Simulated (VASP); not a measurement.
A run of VASP 6.6.1 is set up as follows.

The input INCAR:

```
SYSTEM = Rh
PREC     = Accurate       ! precision mode
ENCUT    = 520            ! plane-wave cutoff, eV
EDIFF    = 1E-7           ! SCF threshold, eV
ISMEAR   = 1              ! smearing method
SIGMA    = 0.1            ! smearing width, eV
LREAL    = .FALSE.        ! projectors in reciprocal space
LASPH    = .TRUE.         ! aspherical terms in the spheres
NELM     = 120            ! most SCF steps
ALGO     = Normal         ! electronic algorithm
ISIF     = 3              ! what is computed and relaxed
LWAVE    = .FALSE.        ! write WAVECAR
LCHARG   = .FALSE.        ! write CHGCAR
METAGGA  = R2SCAN         ! meta-GGA
LMIXTAU  = .TRUE.       
IBRION   = 2              ! ionic algorithm
NSW      = 90             ! ionic steps
EDIFFG   = -0.01          ! ionic threshold
LATTICE_CONSTRAINTS= .FALSE. .FALSE. .TRUE.
KPAR     = 2
```

The input KPOINTS:

```
regular mesh
0
G
  20 20 6
  0 0 0
```

POSCAR

```
Rh
1.0
    2.6901735700      0.0000000000      0.0000000000
   -1.3450867900      2.3297586800      0.0000000000
    0.0000000000      0.0000000000     13.1791011800
Rh
6
Direct
    0.0000000000      0.0000000000      0.0000000000
    0.3333330000      0.6666670000      0.1666667200
    0.6666670000      0.3333330000      0.3333334400
    0.0000000000      0.0000000000      0.5000001500
    0.3333330000      0.6666670000      0.6666668700
    0.6666670000      0.3333330000      0.8333335900
```

Potentials or basis: VASP PAW PBE potentials, release 64 (Rh_pv).

Command:

```sh
$ cat potpaw_PBE.64/Rh_pv/POTCAR > POTCAR
$ mpirun -np 2 vasp_std > vasp.out
```

Problem. Estimate the relaxed cell.

Solution. a = 2.690 Å, b = 2.690 Å, c = 13.185 Å, α = 90.00°, β = 90.00°, γ = 120.00°.

Problem. Predict the space group after relaxing (to 0.05 Å).

Solution. Fm-3m (No. 225).

Problem. Predict the relaxed volume.

Solution. 13.77 Å³/atom.

Problem. What does it give for the band gap on the k mesh?

Solution. None (metal or under the smearing width).

Final structure:
```
CELL_PARAMETERS angstrom
2.69017 0.00000 0.00000
-1.34509 2.32976 0.00000
0.00000 0.00000 13.18487
ATOMIC_POSITIONS crystal
Rh 0.00000 0.00000 0.00000
Rh 0.33333 0.66667 0.16667
Rh 0.66667 0.33333 0.33333
Rh 0.00000 0.00000 0.50000
Rh 0.33333 0.66667 0.66667
Rh 0.66667 0.33333 0.83333
```

Caveat: the PAW data sets were made with another functional, which shifts forces and pressure a little.
